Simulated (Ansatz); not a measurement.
Relaxed bulk Bi₂Te₃:

```cif
data_structure
_symmetry_space_group_name_H-M 'R-3m:H'
_symmetry_Int_Tables_number 166
_cell_length_a 4.3808
_cell_length_b 4.3808
_cell_length_c 30.3233
_cell_angle_alpha 90.000
_cell_angle_beta 90.000
_cell_angle_gamma 120.000
_cell_volume 503.99
loop_
_atom_site_label
_atom_site_type_symbol
_atom_site_symmetry_multiplicity
_atom_site_Wyckoff_symbol
_atom_site_fract_x
_atom_site_fract_y
_atom_site_fract_z
_atom_site_occupancy
Bi1 Bi 6 c 0.66667 0.33333 0.73316 1
Te1 Te 3 a 0.00000 0.00000 0.00000 1
Te2 Te 6 c 0.33333 0.66667 0.87667 1
```

Miller indices refer to the conventional cell of R-3m (No. 166), a = 4.381 Å, b = 4.381 Å, c = 30.323 Å, α = 90.00°, β = 90.00°, γ = 120.00°. The bulk's gap is 0.22 eV.

The (001) slab of 6 planes, 10.1 Å thick with 15 Å of vacuum as cut; outer planes Te (top) and Te (bottom).

The calculation used DFT PBEsol, scalar-relativistic, plane waves, PAW (Ansatz). Cutoff 420 eV; k points 9×9×1 on the computed 6-atom cell (Γ-centred); Gaussian smearing, width 0.05 eV; no spin polarisation. A dipole correction removes the field between periodic images along c.

The slab isn't stoichiometric (BiTe2), so its surface energy depends on the chemical potentials; it is given with the excess atoms taken from the element's standard state, a limit at which the compound may itself be unstable, so the figure can be too low. The slab's middle planes relax by over 3 % too, so it holds no bulk-like region.

With the atoms at the bulk's places:

| Property | Result |
| --- | --- |
| Surface energy with the excess atoms taken from the elements | 0.76 J/m² |
| Gap of the slab on the mesh | none (metal or semimetal) |
| Work function | 5.65 eV |

Question: What changes when all atoms relax within this surface cell and its symmetry?

Answer: The energy falls by 0.159 J/m² a face, and the largest move is 0.30 Å.

| Quantity | Value |
| --- | --- |
| Surface energy with the excess atoms taken from the elements | 0.60 J/m² |
| Gap of the slab on the mesh | none (metal or semimetal) |
| Work function | 5.30 eV |

```tsv
plane (bottom to top)	atoms	spacing to next, bulk (Å)	relaxed (Å)	change (%)
1	Te	2.016	1.777	-11.8
2	Bi	1.723	1.873	+8.7
3	Te	2.628	2.199	-16.3
4	Te	1.723	1.873	+8.7
5	Bi	2.016	1.777	-11.8
6	Te
```

Spin-orbit coupling is left out, which matters for the bands of heavy elements. Gaps are read on the k points sampled, so a band crossing between them can be missed.